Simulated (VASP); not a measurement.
Sn7O8 (a cell with a defect), 15 atoms in the cell. The cell holds a defect, 15 atoms: a = 7.433 Å, b = 7.433 Å, c = 7.433 Å, α = 94.74°, β = 117.30°, γ = 117.30°. 

| Quantity | Value |
| --- | --- |
| Program | VASP 6.6.1 |
| Task | relaxation of the atoms |
| Functional | PBE |
| Potentials or basis | VASP PAW PBE potentials, release 64 (Sn_d, O) |
| Cutoff | 450 eV |
| k mesh | 4 × 4 × 4 |
| Occupations | gaussian, width 0.02 eV |
| Spin | collinear spin, ferromagnetic start |
| Starting moments | [0.0, 0.0, 0.0, 0.0, 0.0, 0.0, 0.0, 0.25, 0.0, 0.0, 0.25, 0.25, 0.0, 0.25, 0.0] μB |
| Monkhorst-Pack mesh | yes |

Potentials or basis: VASP PAW PBE potentials, release 64 (Sn_d, O).

Launch:

```sh
$ cat potpaw_PBE.64/Sn_d/POTCAR potpaw_PBE.64/O/POTCAR > POTCAR
$ mpirun -np 4 vasp_std > vasp.out
```

Hardware: 4 MPI ranks on AMD EPYC 9R45 96-Core Processor (Zen 5) (shared host).

Problem. Estimate the wall time of this run.

Solution. Wall time 40 min on 4 MPI ranks on AMD EPYC 9R45 96-Core Processor (Zen 5), on a shared host, peak memory 0.87 GiB a rank. Counts: scf iterations 149, k points 32, ion steps 17.
